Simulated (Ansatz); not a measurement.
**HfB2: one crystal by all-electron and frozen-core methods**

Aim: solve HfB2 at one geometry with LAPW, all electrons, frozen-core PAW and datasets made for this crystal, and see where they agree.

Program: Ansatz 0.2.0. Level of theory: DFT PBE, scalar-relativistic. These are calculated values, not measurements.

1 further run of the same task is left out (it didn't finish).

### Step 1. The structure to begin with

Symmetry: P6/mmm, No. 191, hexagonal system. The conventional cell has a = 3.140 Å, b = 3.140 Å, c = 3.480 Å, α = 90.00°, β = 90.00°, γ = 120.00°. Around Hf (site symmetry 6/mmm) lie 12 B at 2.51 Å. B (site symmetry -6m2) has 3 B at 1.81 Å and 6 Hf at 2.51 Å as nearest neighbours.

As a file:

```cif
data_structure
_symmetry_space_group_name_H-M 'P6/mmm'
_symmetry_Int_Tables_number 191
_cell_length_a 3.1400
_cell_length_b 3.1400
_cell_length_c 3.4800
_cell_angle_alpha 90.000
_cell_angle_beta 90.000
_cell_angle_gamma 120.000
_cell_volume 29.71
loop_
_atom_site_label
_atom_site_type_symbol
_atom_site_symmetry_multiplicity
_atom_site_Wyckoff_symbol
_atom_site_fract_x
_atom_site_fract_y
_atom_site_fract_z
_atom_site_occupancy
Hf1 Hf 1 a 0.00000 0.00000 0.00000 1
B1 B 2 d 0.33333 0.66667 0.50000 1
```

The file gives the conventional cell by its symmetry; the runs use the cell typed in the input.

Structure: COD 1510711, as refined from experiment and not relaxed.

Atoms are numbered in the order of the input: Hf1, B2, B3.

### Step 2. LAPW, all electrons

Input file input.yaml:

```yaml
crystal:
  lattice:
    - [3.1400001005, 0.0, 0.0]
    - [-1.5700000503, 2.7193198549, 0.0]
    - [0.0, 0.0, 3.48]
  atoms:
    - { symbol: Hf, position: [0.0, 0.0, 0.0] }
    - { symbol: B, position: [0.3333333333, 0.6666666667, 0.5] }
    - { symbol: B, position: [0.6666666667, 0.3333333333, 0.5] }
kpoints:
  mp_grid: { grid: [15, 15, 12] }
  band_path:
    path:
      - [0.0, 0.0, 0.0]
      - [0.5, 0.0, 0.0]
      - [0.3333333333, 0.3333333333, 0.0]
      - [0.0, 0.0, 0.0]
      - [0.0, 0.0, 0.5]
      - [0.5, 0.0, 0.5]
      - [0.3333333333, 0.3333333333, 0.5]
      - [0.0, 0.0, 0.5]
      - [0.5, 0.0, 0.5]
    npoints: 14
scf:
  occupations: { method: fermi_dirac, width: 0.03 }
hamiltonian:
  xc: pbe
  pseudopotentials: { kind: all_electron, lapw: { basis_error: 0.001 } }
output:
  forces: true
  stress: true
  eigenvalues: true
  populations: true
  dos: { projected: true, de: 0.2, e_range: [-14, 8] }
```

The run is started by

```sh
$ ansatz run input.yaml --threads 1 --pin off --max-ram 4096MiB --backend cpu --events-out ev --progress --plain --runs-dir out
```

Standard output:

```text
Hf: projections on atomic orbitals take those of the free atom 1s2 2s2 2p6 3s2 3p6 3d10 4s2 4p6 4d10 4f14 5s2 5p6 5d2 6s2, of charge +0.00 (hamiltonian.pseudopotentials.projection_atoms)
B: projections on atomic orbitals take those of the free atom 1s2 2s2 2p1, of charge +0.00 (hamiltonian.pseudopotentials.projection_atoms)
LAPW: plane waves up to 8.678 Å⁻¹, error target 1.0e-3 eV per atom; small_component_spin mean_spin; B in spheres of 0.906 Å, 5 of its electrons in bands, Dirac shells []; Hf in spheres of 1.398 Å, 42 of its electrons in bands, Dirac shells []
Engine: ansatz 0.2.0
Pseudopotentials: kind: all_electron
Pseudopotential: Hf, LAPW, valence charge 42, Koelling and Harmon's equation, gaussian nucleus
Pseudopotential: B, LAPW, valence charge 5, Koelling and Harmon's equation, gaussian nucleus
Functional definition: PBE
  parameter kappa = 0.804
  parameter beta = 0.06672455060314922
  exchange = pbe_x(kappa = kappa, mu = beta*pi^2/3)
  correlation = pbe_c(beta = beta)
Crystal: 3 atoms, lattice volume = 29.715 Å³
Basis set: ecut = 286.904604757 eV, 339 PW (Γ), exchange–correlation at level 2
Bands: 32, of which v1, the nominal top of the filled ones, is band 26 counted from 1 (25 counted from 0)
Symmetry: 24 space group operations
Space group: P6/mmm (ITA 191), of the structure as read, at distance tolerance 3.1e-5 Å
k-points: 189 of 2700
Non-local potential: Hf, projectors of the file, none
Non-local potential: B, projectors of the file, none
Initial density: superposition of atomic densities (chi_scale 0.1, normalization cell, long waves kept (reshape's long-wave potential 0.00 eV rms))
Initial wavefunctions: plane waves of lowest kinetic energy (no species holds an atomic orbital)
Functional: x = pbe(κ = 0.804, μ = 0.2195149727645171), c = pbe(β = 0.06672455060314922)
iter 1 solved again at ethr=6.17e-3 eV; its pass at ethr=1.00e-1 eV (dr2=3.21e0 eV) is discarded
SCF iter   1: F=—  HF=-411606.957164 eV  |F-HF|=—  |Δ(HF+E_count)|=         —  Δρ=7.55e-2  dr2=3.21e0  ethr=6.17e-3  ⟨swp⟩=2.0  Hψ=37527  notcnv=0
preconditioner: auto → Kerker (q_TF=auto, 2.995 Å⁻¹)  [metal: Δε(μ)=0.046 eV  Ē_g=17.595 eV  σ=0.030 eV  W_gap=0.33  n_scr=20 (ndim 8)  ℏωp=37.3 eV  f_vac=0.000  D(μ)=0.26/eV (n_scr^D=0)]
SCF iter   2: F=—  HF=-411605.943863 eV  |F-HF|=—  |Δ(HF+E_count)|=    1.01e0  Δρ=3.90e-2  dr2=8.75e-1  ethr=6.17e-3  ⟨swp⟩=2.5  Hψ=17109  notcnv=0
preconditioner: auto → Resta (q_TF=auto, 2.995 Å⁻¹)  ε∞=5.0  [insulator: Δε(μ)=0.127 eV  Ē_g=18.769 eV  σ=0.030 eV  W_gap=0.62  n_scr=20 (ndim 8)  ℏωp=37.3 eV  f_vac=0.000  D(μ)=0.26/eV (n_scr^D=0)  ε∞_Penn≈5.0]
SCF iter   3: F=—  HF=-411605.747317 eV  |F-HF|=—  |Δ(HF+E_count)|=   1.97e-1  Δρ=1.82e-2  dr2=1.90e-1  ethr=1.68e-3  ⟨swp⟩=2.7  Hψ=17866  notcnv=0
SCF iter   4: F=—  HF=-411605.654097 eV  |F-HF|=—  |Δ(HF+E_count)|=         —  Δρ=8.04e-3  dr2=3.23e-2  ethr=3.65e-4  ⟨swp⟩=2.3  Hψ=18393  notcnv=0  defer=1
the basis was enlarged: its passes take 316.9 KiB over the memory plan, 1 of 1 planned eigensolver slots
SCF iter   5: F=—  HF=-411605.647882 eV  |F-HF|=—  |Δ(HF+E_count)|=   6.22e-3  Δρ=2.67e-3  dr2=3.32e-3  ethr=6.22e-5  ⟨swp⟩=2.0  Hψ=18097  notcnv=0
iter 6 solved again at ethr=4.99e-7 eV; its pass at ethr=6.39e-6 eV (dr2=2.60e-4 eV) is discarded
SCF iter   6: F=—  HF=-411605.647476 eV  |F-HF|=—  |Δ(HF+E_count)|=   4.06e-4  Δρ=7.49e-4  dr2=2.59e-4  ethr=4.99e-7  ⟨swp⟩=2.0  Hψ=29502  notcnv=0
SCF iter   7: F=—  HF=-411605.647465 eV  |F-HF|=—  |Δ(HF+E_count)|=   1.14e-5  Δρ=9.78e-5  dr2=3.08e-6  ethr=4.98e-7  ⟨swp⟩=2.0  Hψ=17216  notcnv=0
SCF iter   8: F=—  HF=-411605.647464 eV  |F-HF|=—  |Δ(HF+E_count)|=   5.12e-7  Δρ=2.04e-5  dr2=1.13e-7  ethr=5.93e-9  ⟨swp⟩=3.0  Hψ=17854  notcnv=0
SCF iter   9: F=-411605.647464 eV  HF=-411605.647464 eV  |F-HF|=3.49e-10  |Δ(HF+E_count)|=   5.30e-9  Δρ=5.11e-6  dr2=7.63e-9  ethr=2.17e-10  ⟨swp⟩=2.0  Hψ=17206  notcnv=0
SCF 1 converged in 9 iterations: F = -411605.647464 eV  dr2 = 7.63e-9
NSCF: frozen V_eff on 113 k-points
SCF converged after 9 iterations
Free energy (F): -411605.647464 eV
Harris-Foulkes:  -411605.647464 eV  (|F-HF|=3.49e-10)
Internal energy: -411605.646772 eV  (E = F + TS)
E sigma→0 (E₀):  -411605.647118 eV
Entropy (-TS):   -0.000692 eV (-0.231 meV/atom)
Fermi energy:    20.940966 eV
--- Per-component energies (eV) ---
  E_band       = -4387.139144
  E_kinetic    = 457827.938930
  E_xc         = -8640.443033
  E_electrostatic = -860793.142669  (all electrons and nuclei)
  E_smearing   = -0.000692  (= −TS)
  E_closure    = 0.000000  (closes the sum)
  E_atoms      = -411581.895154  (free atoms, spherical and without spin; not in F)
  Σ components = -411605.647464   (vs F -411605.647464, Δ=0.00e0)
  Basis errors (estimates in eV, not in F): energy 4.3e-4 per atom: plane waves 3.8e-4 (2.0e-4 summed), levels above the bands 4.8e-76, relativity 2.5e-8, radial functions 4.4e-5, core shells 5.6e-8; eigenvalues (radial functions only) 3.6e-6; not estimated: angular momenta, meshes, grids; target (lapw.basis_error) 1.0e-3; muffin-tin radii B 0.906 Å, Hf 1.398 Å
--- Forces (eV/Å), atoms counted from 1 ---
  atom   1  Hf     0.00000000     0.00000000     0.00000000
  atom   2  B     -0.00000000     0.00000000     0.00000000
  atom   3  B      0.00000000     0.00000000     0.00000000
  max |Σ_I F_I| component: 5.26e-30 eV/Å
--- Stress (GPa, compression-positive) ---
        1.401309      -0.000000      -0.000000
       -0.000000       1.401309      -0.000000
       -0.000000      -0.000000       1.493958
  P = ⅓ Tr σ = 1.4322 GPa (14.322 kbar)
--- Band table (eV; the first three rows and the last of 189) ---
  k-point 0: bands = ["-352.4565", "-352.4280", "-352.4280", "-180.3116", "-180.3067", "-180.3067", "-180.2828", "-180.2828", "-152.6542", "-152.6435", "-40.8879", "-9.7534", "-9.2711", "-9.2711", "7.1507", "9.1402", "9.1589", "9.1725", "9.1725", "9.1758", "9.1758", "9.2686", "17.8882", "17.9847", "17.9847", "18.1592", "24.9055", "24.9055", "25.5310", "25.5310", "25.9134", "25.9134"]
  k-point 1: bands = ["-352.4565", "-352.4280", "-352.4280", "-180.3116", "-180.3067", "-180.3067", "-180.2828", "-180.2828", "-152.6542", "-152.6435", "-40.8875", "-9.7724", "-9.2698", "-9.2698", "7.2605", "9.1391", "9.1589", "9.1740", "9.1740", "9.1743", "9.1743", "9.2686", "16.9505", "18.0563", "18.0563", "19.0579", "24.0844", "24.0844", "25.2930", "25.2930", "25.9485", "26.9046"]
  k-point 2: bands = ["-352.4565", "-352.4280", "-352.4280", "-180.3116", "-180.3067", "-180.3067", "-180.2828", "-180.2828", "-152.6542", "-152.6435", "-40.8862", "-9.8238", "-9.2660", "-9.2660", "7.5785", "9.1366", "9.1588", "9.1704", "9.1704", "9.1779", "9.1779", "9.2686", "15.8593", "18.2679", "18.2679", "20.0565", "23.0909", "23.0909", "24.6672", "24.6672", "25.9633", "28.3984"]
  k-point 188: bands = ["-352.4565", "-352.4280", "-352.4280", "-180.3116", "-180.3067", "-180.3067", "-180.2828", "-180.2828", "-152.6488", "-152.6488", "-40.8263", "-9.8313", "-9.7636", "-9.7636", "9.1525", "9.1525", "9.1671", "9.1690", "9.1690", "9.1878", "9.2428", "11.7941", "11.7941", "15.3936", "17.7289", "17.7289", "25.3516", "26.3168", "27.8073", "27.8073", "28.2252", "28.2252"]
--- Löwdin populations: 3 sites ---
  site symbol       q [e]
     0     Hf     71.3207
     1      B      5.3271
     2      B      5.3271
  spilling = 0.000307 (of n_electrons = 82.000000)
```

Run time: 59 s. Hardware: 1 thread of Arm Neoverse V1, shared host; peak memory 0.68 GiB.

Read from it: pressure 1.43 GPa; no gap.

Levels at the path's labelled points, in eV from the Fermi level:

| point | band 23 | band 24 | band 25 | band 26 | band 27 | band 28 | band 29 |
| --- | --- | --- | --- | --- | --- | --- | --- |
| Γ | -3.05 | -2.96 | -2.96 | -2.78 | 3.96 | 3.96 | 4.59 |
| M | -9.03 | -4.18 | -3.44 | -2.92 | 2.12 | 2.67 | 5.51 |
| K | -8.30 | -7.78 | -2.63 | -2.63 | 1.69 | 1.69 | 3.40 |
| Γ | -3.05 | -2.96 | -2.96 | -2.78 | 3.96 | 3.96 | 4.59 |
| A | -8.41 | -1.20 | -1.20 | 0.26 | 0.26 | 0.94 | 0.94 |
| L | -7.51 | -5.02 | -4.76 | -2.72 | 3.99 | 4.10 | 6.18 |
| H | -9.15 | -5.55 | -3.21 | -3.21 | 4.41 | 5.38 | 6.87 |
| A | -8.41 | -1.20 | -1.20 | 0.26 | 0.26 | 0.94 | 0.94 |
| L | -7.51 | -5.02 | -4.76 | -2.72 | 3.99 | 4.10 | 6.18 |

States per cell in windows of 1 eV (zero at the Fermi level; grid of 0.20 eV, so sharp peaks spill over the borders):

| from | to | total | Hf 5d | B 2p | B 2s |
| --- | --- | --- | --- | --- | --- |
| -10 | -9 | 0.44 | 0.10 | 0.15 | 0.16 |
| -9 | -8 | 0.46 | 0.09 | 0.21 | 0.15 |
| -8 | -7 | 0.65 | 0.12 | 0.34 | 0.15 |
| -7 | -6 | 0.71 | 0.14 | 0.41 | 0.09 |
| -6 | -5 | 0.93 | 0.18 | 0.63 | 0.06 |
| -5 | -4 | 1.22 | 0.30 | 0.81 | 0.05 |
| -4 | -3 | 1.82 | 0.55 | 1.17 | 0.03 |
| -3 | -2 | 1.27 | 0.61 | 0.62 | 0.01 |
| -2 | -1 | 0.70 | 0.48 | 0.21 | 0.00 |
| -1 | 0 | 0.23 | 0.17 | 0.05 | 0.00 |
| 0 | 1 | 0.39 | 0.26 | 0.11 | 0.00 |
| 1 | 2 | 0.97 | 0.58 | 0.31 | 0.04 |
| 2 | 3 | 1.04 | 0.68 | 0.26 | 0.05 |
| 3 | 4 | 1.30 | 0.88 | 0.27 | 0.07 |
| 4 | 5 | 1.65 | 1.06 | 0.33 | 0.13 |

(Part 1 of 2 ends here.)
